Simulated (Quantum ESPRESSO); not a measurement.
A run of Quantum ESPRESSO 7.5 is set up as follows.

File pw.in:

```
&CONTROL
  calculation = 'vc-relax'
  prefix = 'pwscf'
  outdir = './tmp'
  pseudo_dir = './pseudo'
  tprnfor = .true.
  tstress = .true.
  disk_io = 'low'
  nstep = 40
  forc_conv_thr = 0.0004
  etot_conv_thr = 1d-05
/
&SYSTEM
  ibrav = 0
  A = 2.7058
  nat = 2
  ntyp = 1
  ecutwfc = 84
  nbnd = 24
  input_dft = 'vdw-df2-b86r'
  occupations = 'smearing'
  smearing = 'fd'
  degauss = 0.00367493
/
&ELECTRONS
  conv_thr = 4d-10
  electron_maxstep = 120
  mixing_beta = 0.5
/
&IONS
  ion_dynamics = 'bfgs'
/
&CELL
  cell_dynamics = 'bfgs'
  press = 0
  press_conv_thr = 0.3
/
ATOMIC_SPECIES
Ru   101.0700 Ru.upf
CELL_PARAMETERS alat
   1.0000000000    0.0000000000    0.0000000000
  -0.5000000000    0.8660254038    0.0000000000
   0.0000000000    0.0000000000    1.5824894671
ATOMIC_POSITIONS alat
Ru     0.5000000000    0.2886751346    1.1868671003
Ru     0.0000000000    0.5773502692    0.3956223668
K_POINTS automatic
11 11 6 0 0 0
```

Potentials or basis: PseudoDojo 0.4.1 SR PBE standard.

The run is started by

```console
$ OMP_NUM_THREADS=1 pw.x -in pw.in > pw.out
```

(1) What does it give for the space group after relaxing (to 0.05 Å)?

(2) What does it give for the relaxed cell?

(3) What does it give for the relaxed volume?

(4) What does it give for the band gap on the k mesh?

Answers

(1) P6_3/mmc (No. 194).

(2) a = 2.708 Å, b = 2.708 Å, c = 4.284 Å, α = 90.00°, β = 90.00°, γ = 120.00°.

(3) 13.60 Å³/atom.

(4) none (metal or under the smearing width).

Caveat: the potentials were made for another functional, which shifts forces and pressure.
